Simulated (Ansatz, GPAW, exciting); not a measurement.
# MgO: programs and potentials compared

```
CELL_PARAMETERS angstrom
0.00000 2.09700 2.09700
2.09700 0.00000 2.09700
2.09700 2.09700 0.00000
ATOMIC_POSITIONS crystal
Mg 0.00000 0.00000 0.00000
O 0.50000 0.50000 0.50000
```

The cell is a database's computed one, not the measured one.

Alike in all runs: task band structure; functional revPBE; k mesh 11 × 11 × 11; occupations fermi-dirac, width 0.05 eV; no spin polarisation; no spin-orbit coupling. Pressure is positive in compression and, in plane waves, holds the error of the finite cutoff, which Ansatz's Pulay term estimates and takes out. Gaps are the smaller of the mesh's and the band path's.

```tsv
program and potentials	plane-wave cutoff (eV)	notes	band gap (eV)	pressure (GPa)
Ansatz, Ansatz PAW	420	potentials made for PBE, which Ansatz adapts in part; Pulay term of +0.54 GPa included	4.96	10.82
exciting, all-electron LAPW+lo, shipped species files, valence relativity iora*	-	-	4.96	-
Ansatz, all-electron LAPW, scalar-relativistic	-	-	?	?
GPAW, the program's PAW data sets (release 1.2.1) made for this functional	800	-	4.98	11.07
```

**Question.** Estimate from the other rows what the run with Ansatz, all-electron LAPW, scalar-relativistic gave.

**Answer.** Band gap 4.95 eV; pressure 10.80 GPa. The other rows, which needn't bracket it: band gap 4.96 to 4.98; pressure 10.82 to 11.07.
